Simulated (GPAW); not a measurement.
# How all numerical settings together moves the magnetism of linear Co chain, spacing 2.185 A, part 2 of 2

Wanted: the cheapest choice of all numerical settings together that holds the magnetic results of linear Co chain, spacing 2.185 A.

GPAW 26.7.0; PBE; plane waves with GPAW's PAW setups, scalar-relativistic.

So far, largest spin moment in the augmentation sphere (μB): step 2 (rung 1 (280 eV, mesh 1×1×6), start ferro +) 1.96; step 3 (rung 1 (280 eV, mesh 1×1×3), start antiferro q=(0,0,1/2) +-) 1.26; step 4 (rung 2 (380 eV, mesh 1×1×8), start ferro +) 2.09; step 5 (rung 2 (380 eV, mesh 1×1×4), start antiferro q=(0,0,1/2) +-) 1.50; step 6 (rung 3 (500 eV, mesh 1×1×10), start ferro +) 2.10.

### 7. Rung 3 (500 eV, mesh 1×1×5), start antiferro q=(0,0,1/2) +-

order2.py

```python
import json
import numpy as np
from ase import Atoms
from ase.parallel import paropen, parprint
from gpaw import GPAW

atoms = Atoms(['Co', 'Co'],
    cell=[[12.0, 0.0, 0.0],
         [0.0, 12.0, 0.0],
         [0.0, 0.0, 4.37]],
    scaled_positions=[[0.5, 0.5, 0.0],
         [0.5, 0.5, 0.5]],
    pbc=True,
    magmoms=[2.0, -2.0])
atoms.calc = GPAW(mode={'name': 'pw', 'ecut': 500},
    xc='PBE',
    kpts={'size': (1, 1, 5), 'gamma': True},
    occupations={'name': 'fermi-dirac', 'width': 0.1},
    convergence={'density': 1e-05, 'energy': 1e-05},
    maxiter=200,
    symmetry={'tolerance': 1e-4},
    txt='order2.txt')
e = atoms.get_potential_energy(force_consistent=True)
res = {'free_energy': e, 'energy_sigma0': atoms.get_potential_energy(), 'fermi_energy': atoms.calc.get_fermi_level()}
res['moments'] = atoms.get_magnetic_moments().tolist()
res['total'] = atoms.get_magnetic_moment()
parprint('site moments (muB):', np.round(res['moments'], 3))
parprint(f"total moment: {res['total']:.3f} muB")
parprint(f'free energy: {e:.6f} eV')
atoms.calc.write('order2.gpw')
with paropen('results.json', 'w') as f:
    json.dump(res, f)
```

On the command line:

```sh
$ OMP_NUM_THREADS=1 python3 order2.py > order2.log
```

Numbers of over 12 decimals in the logs are rounded to 6 here.

Log:

```text
site moments (muB): [ 1.36 -1.36]
total moment: -0.000 muB
free energy: -9.237492 eV

--- order2.txt ---
Input parameters:
  mode=PW(ecut=500),
  convergence={'density': 1e-05, 'energy': 1e-05},
  kpts=MonkhorstPack(size=(1, 1, 5), gamma=True),
  maxiter=200,
  occupations=Occupations(name='fermi-dirac', width=0.1),
  symmetry=Symmetry(tolerance=0.0001),
  xc=XC(name='PBE')

Diagonalizing LCAO Hamiltonian
[...]
|          3 |        -5.802 |     1.000 |        -5.802 |     1.000 |
|          4 |        -5.622 |     1.000 |        -5.622 |     1.000 |
[...]
|         11 |        -2.012 |     0.000 |        -2.012 |     0.000 |
|         12 |        -2.012 |     0.000 |        -2.012 |     0.000 |
|         13 |         0.163 |     0.000 |         0.163 |     0.000 |
|         14 |         0.205 |     0.000 |         0.205 |     0.000 |

No gap
No difference between direct/indirect transitions


[key lines of the parts left out:]
Free energy:      -9.237492
Converged in 74 steps
dipole moment: (-0.000010, -0.000010, -11.647898)  # |e|*Ang
Fermi level: -3.914
```

Elapsed: 2.7 min, on 1 MPI rank of Intel Xeon Platinum 8375C at 2.90GHz (Ice Lake), shared host; peak memory 0.42 GiB.

Read from the output:

```yaml
magnetization: 0 μB
final_state: antiferromagnetic
largest_moment: 1.360 μB
```

This start lies +368.2 meV a seeded atom from the first, a change of +22.4 meV since rung 2; its largest moment is 1.36 μB.

### 8. Rung 4 (700 eV, mesh 1×1×14), start ferro +

order1.py

```python
import json
import numpy as np
from ase import Atoms
from ase.parallel import paropen, parprint
from gpaw import GPAW

atoms = Atoms(['Co'],
    cell=[[12.0, 0.0, 0.0],
         [0.0, 12.0, 0.0],
         [0.0, 0.0, 2.185]],
    scaled_positions=[[0.5, 0.5, 0.0]],
    pbc=True,
    magmoms=[2.0])
atoms.calc = GPAW(mode={'name': 'pw', 'ecut': 700},
    xc='PBE',
    kpts={'size': (1, 1, 14), 'gamma': True},
    occupations={'name': 'fermi-dirac', 'width': 0.05},
    convergence={'density': 1e-05, 'energy': 1e-05},
    maxiter=200,
    symmetry={'tolerance': 1e-4},
    txt='order1.txt')
e = atoms.get_potential_energy(force_consistent=True)
res = {'free_energy': e, 'energy_sigma0': atoms.get_potential_energy(), 'fermi_energy': atoms.calc.get_fermi_level()}
res['moments'] = atoms.get_magnetic_moments().tolist()
res['total'] = atoms.get_magnetic_moment()
parprint('site moments (muB):', np.round(res['moments'], 3))
parprint(f"total moment: {res['total']:.3f} muB")
parprint(f'free energy: {e:.6f} eV')
atoms.calc.write('order1.gpw')
with paropen('results.json', 'w') as f:
    json.dump(res, f)
```

On the command line:

```sh
$ OMP_NUM_THREADS=1 python3 order1.py > order1.log
```

Log:

```text
site moments (muB): [2.117]
total moment: 2.285 muB
free energy: -5.084839 eV

--- order1.txt ---
Input parameters:
  mode=PW(ecut=700),
  convergence={'density': 1e-05, 'energy': 1e-05},
  kpts=MonkhorstPack(size=(1, 1, 14), gamma=True),
  maxiter=200,
  occupations=Occupations(name='fermi-dirac', width=0.05),
  symmetry=Symmetry(tolerance=0.0001),
  xc=XC(name='PBE')

Diagonalizing LCAO Hamiltonian
[...]
|          3 |        -6.331 |     1.000 |        -4.486 |     0.999 |
|          4 |        -4.959 |     1.000 |        -2.779 |     0.000 |
|          5 |        -4.959 |     1.000 |        -2.779 |     0.000 |
|          6 |        -2.221 |     0.000 |        -1.958 |     0.000 |
|          7 |        -2.221 |     0.000 |        -1.958 |     0.000 |
|          8 |         0.217 |     0.000 |         0.198 |     0.000 |

No gap
No difference between direct/indirect transitions


[key lines of the parts left out:]
Free energy:      -5.084839
Converged in 13 steps
dipole moment: (-0.000005, -0.000005, -5.836771)  # |e|*Ang
Fermi level: -4.146
```

The job ended after 37 s (1 MPI rank; peak memory 0.38 GiB).

Numbers from this step:

| Property | Result |
| --- | --- |
| magnetization | 2.285 μB |
| final state | ferromagnetic |
| largest moment | 2.117 μB |

The largest moment moves by +0.02 μB from rung 3, at 1.2 times its CPU time.

### 9. Rung 4 (700 eV, mesh 1×1×7), start antiferro q=(0,0,1/2) +-

order2.py is the script of step 7 with these lines changed:

```diff
@@ -14,6 +14,6 @@
     magmoms=[2.0, -2.0])
-atoms.calc = GPAW(mode={'name': 'pw', 'ecut': 500},
+atoms.calc = GPAW(mode={'name': 'pw', 'ecut': 700},
     xc='PBE',
-    kpts={'size': (1, 1, 5), 'gamma': True},
-    occupations={'name': 'fermi-dirac', 'width': 0.1},
+    kpts={'size': (1, 1, 7), 'gamma': True},
+    occupations={'name': 'fermi-dirac', 'width': 0.05},
     convergence={'density': 1e-05, 'energy': 1e-05},
```

On the command line:

```sh
$ OMP_NUM_THREADS=1 python3 order2.py > order2.log
```

Log:

```text
site moments (muB): [ 1.259 -1.259]
total moment: 0.000 muB
free energy: -9.254021 eV

--- order2.txt ---
Input parameters:
  mode=PW(ecut=700),
  convergence={'density': 1e-05, 'energy': 1e-05},
  kpts=MonkhorstPack(size=(1, 1, 7), gamma=True),
  maxiter=200,
  occupations=Occupations(name='fermi-dirac', width=0.05),
  symmetry=Symmetry(tolerance=0.0001),
  xc=XC(name='PBE')

Diagonalizing LCAO Hamiltonian
[...]
|          3 |        -5.819 |     1.000 |        -5.819 |     1.000 |
|          4 |        -5.591 |     1.000 |        -5.591 |     1.000 |
[...]
|         11 |        -2.020 |     0.000 |        -2.020 |     0.000 |
|         12 |        -2.020 |     0.000 |        -2.020 |     0.000 |
|         13 |         0.102 |     0.000 |         0.102 |     0.000 |
|         14 |         0.210 |     0.000 |         0.210 |     0.000 |

No gap
No difference between direct/indirect transitions


[key lines of the parts left out:]
Free energy:      -9.254021
Converged in 47 steps
dipole moment: (-0.000010, -0.000010, -11.647280)  # |e|*Ang
Fermi level: -4.028
```

It took 4 min on 1 MPI rank; peak memory 0.62 GiB.

Read from the output:

```yaml
magnetization: 0 μB
final_state: antiferromagnetic
largest_moment: 1.259 μB
```

This start lies +457.8 meV a seeded atom from the first, a change of +89.6 meV since rung 3; its largest moment is 1.26 μB.

### 10. The rungs together

Ladder, by row:

```csv
rung,cutoff (eV),mesh,smearing (eV),state from the first start,state from the second start,second less first (meV a seeded atom),"moment, first (μB)","moment, second (μB)",CPU time (s)
1,280,1x1x6,0.2,ferromagnetic,antiferromagnetic,203.7,1.965,1.256,34.21
2,380,1x1x8,0.15,ferromagnetic,antiferromagnetic,345.8,2.087,1.503,45.63
3,500,1x1x10,0.1,ferromagnetic,antiferromagnetic,368.2,2.101,1.36,191.5
4,700,1x1x14,0.05,ferromagnetic,antiferromagnetic,457.8,2.117,1.259,274
```

### 11. Summary of results

- range of the moment in the table, first start: 1.96 to 2.12 μB
- range of CPU time: 34 s to 4.6 min
- range of the energy difference: 204 to 458 meV a seeded atom

**Reading.** Only the last rung can serve as the reference, and the rung before it is still 90 meV away, so convergence is not shown. The first start ends lower on every rung of the table; whether functional and cell give the true order is another question.

[Logs and program files are shortened in this print: banners, set-up blocks, solver, clock and traceback lines can be left out without a mark of their own.]

[Logs are printed without paths, hosts, clocks, repeated set-up lines and the standing remarks that a program may print on its own settings, such as how far it seeks lower states.]

[Hosts, paths, dates, database ids (printed as entryN), source tags and the programs' standing remarks are cut or masked in the printed files.]

[Where a cell is said to come from a database of computed structures, the database is the Materials Project.]
